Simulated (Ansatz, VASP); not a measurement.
MoS2 in VASP and in Ansatz

Contents of INCAR:

```
SYSTEM = MoS2
PREC = Accurate ; ENCUT = 520
EDIFF = 1E-7 ; ISMEAR = -1
SIGMA = 0.05 ; LREAL = .False.
LASPH = .True. ; NELM = 60
ALGO = Normal ; ISIF = 2
LWAVE = .False. ; LCHARG = .False.
GGA = PE ; NBANDS = 20
```

KPOINTS

```
Automatic mesh
0
Gamma
  10 10 2
  0 0 0
```

Contents of POSCAR:

```
MoS2
1.0
    3.2465757816      0.0000000000      0.0000000000
   -1.6232878908      2.8116171022      0.0000000000
    0.0000000000      0.0000000000     17.6745803806
Mo S
1 2
Direct
    0.0000000000      0.0000000000      0.0000000000
    0.3333333333      0.6666666667      0.9105070200
    0.3333333333      0.6666666667      0.0894929800
```

File input.yaml:

```yaml
crystal:
  lattice:
    - [3.2465757816, 0.0, 0.0]
    - [-1.6232878908, 2.8116171022, 0.0]
    - [0.0, 0.0, 17.6745803806]
  atoms:
    - { symbol: Mo, position: [0.0, 0.0, 0.0] }
    - { symbol: S, position: [0.3333333333, 0.6666666667, 0.91050702] }
    - { symbol: S, position: [0.3333333333, 0.6666666667, 0.08949298] }
kpoints:
  mp_grid: { grid: [10, 10, 2] }
scf:
  occupations: { method: fermi_dirac, width: 0.05 }
hamiltonian:
  xc: pbe
  pseudopotentials: { kind: all_electron, lapw: { basis_error: 0.001 } }
output:
  forces: true
  stress: true
  eigenvalues: true
```

Change from the starting cell: volume scaled by 1.06.

Alike in both runs: task single point; functional PBE; k mesh 10 × 10 × 2; occupations fermi-dirac, width 0.05 eV; no spin polarisation.

|  | VASP | Ansatz |
| --- | --- | --- |
| version | VASP 6.6.1 | Ansatz 0.2.0 |
| potentials or method | VASP PAW PBE potentials, release 64 (Mo_sv, S) | all-electron LAPW, scalar-relativistic |
| plane-wave cutoff (eV) | 520 | see its input |

Ansatz gave:

```
gap on the k mesh at the Fermi level (eV) : 1.58
least direct gap on the mesh (eV)         : 1.77
rms of the force components (eV/Å)        : 0.317
```

Question: What did VASP give for the same quantities?

Answer: gap on the k mesh at the Fermi level (eV): 1.59; least direct gap on the mesh (eV): 1.77; rms of the force components (eV/Å): 0.322.

Atom by atom the forces differ by 0.005 eV/Å (rms over components). Ansatz ran all-electron here, so the differences hold the error of VASP's frozen core and of both bases.
